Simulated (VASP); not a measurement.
Elastic constants (GPa) of a crystal from r2SCAN meta-GGA, VASP's PBE PAW potentials (set 64) run with VASP 6.6.1:

|  | xx | yy | zz | yz | xz | xy |
|---|---|---|---|---|---|---|
| xx | 35.8 | 12.7 | 12.7 | 0.0 | 0.0 | 0.0 |
| yy | 12.7 | 35.8 | 12.7 | 0.0 | 0.0 | 0.0 |
| zz | 12.7 | 12.7 | 35.8 | 0.0 | 0.0 | 0.0 |
| yz | 0.0 | 0.0 | 0.0 | 15.6 | 0.0 | 0.0 |
| xz | 0.0 | 0.0 | 0.0 | 0.0 | 15.6 | 0.0 |
| xy | 0.0 | 0.0 | 0.0 | 0.0 | 0.0 | 15.6 |

Question: Work out the Voigt, Reuss and Hill moduli, Young's modulus and Poisson's ratio.

Answer: All eigenvalues are positive (smallest 15.6 GPa), so the crystal is stable. K_V = (C11+C22+C33+2(C12+C13+C23))/9 = (107.4 + 2×38.1)/9 = 20.4 GPa; G_V = (107.4 − 38.1 + 3×46.8)/15 = 14.0 GPa. From the compliances, K_R = 20.4 GPa and G_R = 13.7 GPa. Hill: K = 20.4 GPa, G = 13.8 GPa, E = 9KG/(3K+G) = 33.8 GPa, ν = (3K−2G)/(2(3K+G)) = 0.224. K/G = 1.47, below Pugh's 1.75; universal anisotropy A^U = 0.11.

Question: With a density of 4.13 g/cm³, what are the mean sound speeds?

Answer: v_l = √((K+4G/3)/ρ) = 3.07 km/s and v_t = √(G/ρ) = 1.83 km/s. The crystal is LiI (rock salt), cubic.

The compound is LiI in the rock salt structure. It was relaxed first.
